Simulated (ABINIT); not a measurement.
PbF2 (Fluorocronite):

```
Pb F
1.0
     0.00000    2.96366    2.96366
     2.96366    0.00000    2.96366
     2.96366    2.96366    0.00000
Pb F
1 2
Direct
  0.00000 0.00000 0.00000
  0.75000 0.75000 0.75000
  0.25000 0.25000 0.25000
```

Base run:

- Program: ABINIT 10.8.3 (patched build)
- Functional: BP86
- Potentials or basis: JTH PAW PBE v2.0
- Cutoff: 626 eV
- k mesh: 8 × 8 × 8
- Occupations: fermi-dirac, width 0.05 eV
- Spin: no spin polarisation

Its results: band gap on the k mesh 4.41 eV, indirect (least direct gap 4.55 eV); pressure 2.0 GPa.

Problem. The run is repeated on the same cell with these changes: functional from BP86 to PBEsol. What comes out?

Solution. Band gap on the k mesh 4.31 eV, indirect (least direct gap 4.46 eV); pressure -1.2 GPa.

Caveats: the PAW data sets were made with another functional, which shifts forces and pressure a little; spin-orbit coupling is left out, which as a rule narrows the gap of such compounds by several tenths of an eV.
